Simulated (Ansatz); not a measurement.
## CdS: do energies and stresses tell the same story?

Theory: DFT r2SCAN, scalar-relativistic, plane waves, PAW in Ansatz 0.2.0.

Settings: cutoff 500 eV, Γ-centred mesh 8×8×8 on the computed 2-atom cell, Gaussian smearing of 0.02 eV; no spin polarisation.

Relaxed cell: F-43m, a = 5.879 Å, b = 5.879 Å, c = 5.879 Å, α = 90.00°, β = 90.00°, γ = 90.00°, 2 atoms in the primitive cell. This zinc-blende form isn't the usual stable structure of the compound.

Energies at zero smearing and pressures from the stress tensor, at volumes with shape and atoms relaxed:
| V (Å³/atom) | E − E(first) (meV/atom) | P (GPa) |
| --- | --- | --- |
| 22.346 | 0.00 | 10.25 |
| 23.108 | -40.84 | 7.01 |
| 23.870 | -67.48 | 4.27 |
| 24.632 | -82.11 | 1.95 |
| 25.394 | -86.57 | -0.02 |
| 26.155 | -82.37 | -1.69 |
| 26.917 | -70.86 | -3.11 |
| 27.933 | -45.99 | -4.67 |

**Question.** Check P = −dE/dV between neighbouring volumes, and get the bulk modulus from the pressures alone.

**Answer.** With 1 eV/Å³ = 160.2 GPa:
```csv
middle V (Å³/atom),−ΔE/ΔV (GPa),mean P (GPa)
22.727,8.589,8.633
23.489,5.602,5.642
24.251,3.078,3.110
25.013,0.937,0.963
25.774,-0.883,-0.858
26.536,-2.421,-2.403
27.425,-3.923,-3.894
```

The two differ by 0.04 GPa at most. The mean of two end pressures misses the average over a step by about ΔV² P″/12, up to 0.04 GPa here; with that taken off 0.00 GPa remains. Around V = 25.394 Å³/atom, the two neighbours give B = −V ΔP/ΔV = 25.394 × 3.64 / 1.524 = 60.7 GPa, against B0 = 60.5 GPa from the Birch–Murnaghan fit of the energies.

Cost: 9 runs of about 0.84 core-minutes in all, on Intel Xeon 6975P-C (Granite Rapids) (shared hosts).